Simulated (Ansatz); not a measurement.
Strain and the gap of LiH (Fm-3m)

A 2-atom cell of LiH started from a crystallographic database with hydrogen sites as listed, relaxed with r2SCAN+rVV10 in Ansatz. The symmetry is Fm-3m (No. 225, cubic); conventional cell a = 3.997 Å, 7.98 Å³ an atom. Around Li lie 6 H at 2.00 Å; around H lie 6 Li at 2.00 Å.

The axes x, y and z are those of this cell:
```
Li H
1.0
     0.00000    1.99847    1.99847
     1.99847    0.00000    1.99847
     1.99847    1.99847    0.00000
Li H
1 1
Direct
  0.00000 0.00000 0.00000
  0.50000 0.50000 0.50000
```

Unstrained: The PBE gap is direct at X: 2.979 eV. With r2SCAN the gap is 3.626 eV and direct, at X. HSE06 gives a direct gap of 3.966 eV at X. Meshes: PBE 10×10×10, r2SCAN 10×10×10, HSE06 8×8×8. Strains are changes of length per length. After each strain the atoms were relaxed again with r2SCAN+rVV10 within the symmetry that the strain leaves, so tilts or polar shifts that break it weren't tested; points keep the names that they have in the unstrained zone. The values are computed, spin-unpolarised, and not measurements.

Changes of the least gap in eV (an overlap counts as a negative gap):
```tsv
strain	volume change (%)	space group	PBE	r2SCAN	HSE06	G0W0@PBE (mesh)
biaxial -5.62 % in x and y, z held	-10.9	I4/mmm	-0.799	-0.808	-0.818	-0.85
uniaxial +3.54 % along z	+3.5	I4/mmm	-0.359	-0.376	-0.385	-0.37
uniaxial -0.81 % along x	-0.8	I4/mmm	-0.085	-0.086	-0.089	-0.09
isotropic +0.32 % on every length	+1.0	Fm-3m	+0.007	+0.006	+0.006	+0.01
```
Unstrained, G0W0@PBE with 66 empty bands, a screening cutoff of 150 eV and a 6×6×6 mesh gives 4.80 eV on its mesh; the band count follows the volume. G0W0 here is at a finite number of bands, screening cutoff and k mesh, not at the basis limit.

Biaxial -5.62 % in x and y, z held. HSE06: the gap goes from 3.966 to 3.148 eV (-0.818 eV); it turns from direct (X) to indirect (X → X [(1/2, 1/2, 0)]); the X points, equivalent before, split by 521 meV, and the valence top lies at those like (1/2, 0, 1/2); the X points, equivalent before, split by 869 meV, and the conduction bottom lies at those like (1/2, 1/2, 0). Stress change with PBE, compression positive: xx +7.44, yy +7.44, zz +1.52 GPa.

Uniaxial +3.54 % along z, other directions held. HSE06: the gap goes from 3.966 to 3.581 eV (-0.385 eV); it turns from direct (X) to indirect (X → X [(1/2, 1/2, 0)]); the X points, equivalent before, split by 295 meV, and the valence top lies at those like (1/2, 0, 1/2); the X points, equivalent before, split by 471 meV, and the conduction bottom lies at those like (1/2, 1/2, 0). Stress change with PBE, compression positive: xx -0.44, yy -0.44, zz -2.58 GPa.

Uniaxial -0.81 % along x, other directions held. HSE06: the gap goes from 3.966 to 3.877 eV (-0.089 eV); it turns from direct (X) to indirect (X → X [(1/2, 0, 1/2)]); the X points, equivalent before, split by 69 meV, and the valence top lies at those like (0, 1/2, 1/2); the X points, equivalent before, split by 116 meV, and the conduction bottom lies at those like (1/2, 0, 1/2). Stress change with PBE, compression positive: xx +0.72, yy +0.11, zz +0.11 GPa.

Isotropic +0.32 % on every length. HSE06: the gap goes from 3.966 to 3.972 eV (+0.006 eV). Stress change with PBE, compression positive: xx -0.35, yy -0.35, zz -0.35 GPa. For HSE06, dE_g/d ln V = 0.6 eV over this step.

The meshes of the hybrids are coarse, so their gaps aren't converged to the digits shown.
